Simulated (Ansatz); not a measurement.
input.yaml

```yaml
crystal:
  lattice:
    - [3.2972134845, 0.0, 0.0]
    - [-1.6486067422, 2.8554706393, 0.0]
    - [0.0, 0.0, 5.2705261222]
  atoms:
    - { symbol: Sc, position: [0.3333333333, 0.6666666667, 0.25] }
    - { symbol: Sc, position: [0.6666666667, 0.3333333333, 0.75] }
basis:
  ecutwfc: 420
kpoints:
  mp_grid: { grid: [15, 15, 8] }
hamiltonian:
  xc: pbe
scf:
  occupations: { method: gaussian, width: 0.1 }
output:
  forces: true
  stress: true
  eigenvalues: true
```

Run as
```bash
ansatz run input.yaml --threads 1 --pin off --max-ram 1331MiB --backend cpu --events-out ev --progress --plain --runs-dir out
```

Level of theory: DFT PBE, scalar-relativistic, plane waves, PAW in Ansatz 0.2.0.

From the run's log, abridged (final results; tables in files aren't shown):

```
SCF 1 converged in 6 iterations: F = -4271.621840 eV  dr2 = 1.75e-10
SCF converged after 6 iterations
Free energy (F): -4271.621840 eV
Harris-Foulkes:  -4271.621840 eV  (|F-HF|=7.55e-11)
Internal energy: -4271.599575 eV  (E = F + TS)
E sigma→0 (E₀):  -4271.610708 eV
Entropy (-TS):   -0.022266 eV (-11.133 meV/atom)
Fermi energy:    9.185927 eV
--- Per-component energies (eV) ---
  E_band       = -339.431363
  E_kinetic    = 520.304689
  E_local      = -1691.565833  (includes V_loc(G=0)·N_el)
  E_nonlocal   = 166.329123
  E_hartree    = 577.413204
  E_xc         = -207.975541
  E_vxc        = -257.373378  (∫ρ·V_xc dr)
  E_paw        = -1910.881857  (= ΣΔE_a)
  E_vpaw       = -231.951919  (= ΣTr[D̂ρ^β])
  E_aug_tail   = 0.000023  (compensation charges beyond the density's cutoff)
  E_ewald      = -1725.223382
  E_smearing   = -0.022266  (= −TS)
--- Forces (eV/Å), atoms counted from 1 ---
  atom   1  Sc     0.00000000     0.00000000     0.00000000
  atom   2  Sc     0.00000000     0.00000000     0.00000000
--- Stress (GPa, compression-positive) ---
        0.343201       0.000000       0.000000
        0.000000       0.343201       0.000000
        0.000000       0.000000      -1.625457
  P = ⅓ Tr σ = -0.3130 GPa (-3.130 kbar)
--- Band table (eV; the first three rows and the last of 135) ---
  k-point 0: bands = ["-40.2537", "-40.1913", "-19.0599", "-18.7291", "-18.7291", "-18.6723", "-18.6723", "-18.6570", "4.0693", "7.5129", "9.5920", "10.7896", "10.7896", "10.8848", "11.1970"]
  k-point 1: bands = ["-40.2513", "-40.1937", "-19.0450", "-18.7270", "-18.7270", "-18.6744", "-18.6744", "-18.6728", "4.1706", "7.3479", "9.5808", "10.7485", "10.7485", "10.8181", "11.1416"]
  k-point 2: bands = ["-40.2446", "-40.2005", "-19.0025", "-18.7208", "-18.7208", "-18.7177", "-18.6806", "-18.6806", "4.4678", "6.8815", "9.6265", "10.6308", "10.6881", "10.6881", "11.0071"]
  k-point 134: bands = ["-40.1834", "-40.1834", "-18.9772", "-18.9772", "-18.8896", "-18.8896", "-18.7285", "-18.7285", "8.7971", "8.7971", "9.0640", "9.0640", "9.4424", "9.4424", "11.5177"]
```

Self-consistency was reached.